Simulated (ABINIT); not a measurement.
Write the native input for ABINIT 10.8.3 (patched build) that does the following.

```
Task                : single point
Functional          : PBE
Potentials or basis : PseudoDojo NC SR PBE v0.5 stringent
Cutoff              : 1143 eV
k mesh              : 9 × 9 × 5
Occupations         : fermi-dirac, width 0.05 eV
Spin                : no spin polarisation
```

PtS2:

```xyz
3
Lattice="3.5432 0.0000 0.0000 -1.7716 3.0685 0.0000 0.0000 0.0000 5.0388" Properties=species:S:1:pos:R:3 pbc="T T T"
Pt    0.0000    0.0000    0.0000
S     1.7716    1.0228    3.8950
S     0.0000    2.0457    1.1438
```

One way to write it, as run:

run.abi

```
pp_dirpath "./"
pseudos "Pt.upf, S.upf"

acell 3*1.0
rprim
     6.6956776048     0.0000000000     0.0000000000
    -3.3478388024     5.7986269013     0.0000000000
     0.0000000000     0.0000000000     9.5219519968
ntypat 2
znucl 78 16
natom 3
typat 1 2 2
xcart
     0.0000000000     0.0000000000     0.0000000000
     1.7716000002     1.0228337368     3.8949924000
    -0.0000000002     2.0456674739     1.1438076000 Angstrom

ecut 42.0

kptopt 1
ngkpt 9 9 5
nshiftk 1
shiftk 0.0 0.0 0.0

ixc 11

nband 19
occopt 3
tsmear 0.05 eV

nstep 100
tolvrs 1.0e-10

iomode 3
prtwf 0
prteig 0
prtebands 0
enunit 1
prtden 1
prtvha 1
prtvclmb 1
prtpot 1
prtelf 1
```

Potentials or basis: PseudoDojo NC SR PBE v0.5 stringent.

Launch:

```console
$ abinit run.abi > log 2>&1
```

It gave:

```yaml
Pressure: 11.4 GPa
Largest_force: 1.243 eV/Å
Band_gap_on_the_k_mesh: 1.01 eV, indirect (least direct gap 1.06 eV)
Valence_electrons_inside_the_program's_atomic_spheres: Pt 14.50; S 3.93
```

Caveat: spin-orbit coupling is left out, which moves the levels of the heavy elements; an odd mesh through Γ misses points on the zone boundary, where band edges often lie; forces of over 1 eV/Å show positions far from the minimum, so gaps and moduli don't describe the material at rest.

It took 2.9 min on 1 thread of Arm Neoverse V2, with other jobs on the host, peak memory 0.15 GiB.
